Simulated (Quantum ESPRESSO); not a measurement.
NaH:

```
CELL_PARAMETERS angstrom
0.00000 2.44000 2.44000
2.44000 0.00000 2.44000
2.44000 2.44000 0.00000
ATOMIC_POSITIONS crystal
Na 0.00000 0.00000 0.00000
H 0.50000 0.50000 0.50000
```

Base run:

- Program: Quantum ESPRESSO 7.5
- Functional: PBEsol
- Potentials or basis: GBRV 1.5 PBEsol
- Cutoff: 612 eV
- Density cutoff: 4898 eV
- k mesh: 9 × 9 × 9
- Occupations: fermi-dirac, width 0.05 eV
- Spin: no spin polarisation

Its results: pressure -1.2 GPa.

The run is repeated on the same cell with these changes: functional from PBEsol to LDA; potentials or basis from GBRV 1.5 PBEsol to GBRV 1.5 LDA. What comes out?

Pressure -2.6 GPa.
